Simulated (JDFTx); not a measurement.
The system is Ga.

```xyz
1
Lattice="2.7165 0.0000 0.0000 0.0000 2.7165 0.0000 0.0000 0.0000 2.7165" Properties=species:S:1:pos:R:3 pbc="T T T"
Ga    0.0000    0.0000    0.0000
```

The cell was built by a generator and needn't be a form met in nature.

```yaml
Program: JDFTx 1.7.0 (patched build)
Task: relaxation of cell and atoms
Functional: r2SCAN
Potentials_or_basis: SG15-PBE-1.2 with smoothed tails
Cutoff: 1088 eV
Density_cutoff: 4354 eV
k_mesh: 5 × 5 × 5
Occupations: fermi-dirac, width 0.05 eV
Spin: no spin polarisation
```

At the start: pressure -5.6 GPa; volume 20.05 Å³/atom.

Q: How do energy, volume and symmetry change on relaxing?

A: Over 10 steps the energy falls by 30.7 meV/atom and the volume is 18.41 Å³/atom (-8.2 %); space group Pm-3m (No. 221, to 0.05 Å).

Step by step:
```tsv
step	energy change (eV)	largest force (eV/Å)	pressure (GPa)	volume (Å³)
1	0.0000	0.0000	-5.58	20.05
2	-0.0127	0.0000	-4.43	19.64
3	-0.0305	0.0000	0.38	18.32
4	-0.0307	0.0000	0.00	18.41
5	-0.0307	0.0000	-0.01	18.41
6	-0.0307	0.0000	0.00	18.41
7	-0.0307	0.0000	0.00	18.41
8	-0.0307	0.0000	0.01	18.41
9	-0.0307	0.0000	0.00	18.41
10	-0.0307	0.0000	0.00	18.41
```

Final structure:
```
Ga
1.0
     2.64035    0.00000    0.00000
     0.00000    2.64035    0.00000
     0.00000    0.00000    2.64035
Ga
1
Direct
  0.00000 0.00000 0.00000
```

Caveat: the k mesh is coarse (spacing up to 0.46 Å⁻¹), so the values aren't converged; meta-GGA forces are noisy on this grid; the plane waves are those of the starting cell, so after so large a change of volume the result is rough; the potentials were made for another functional, which shifts forces and pressure.
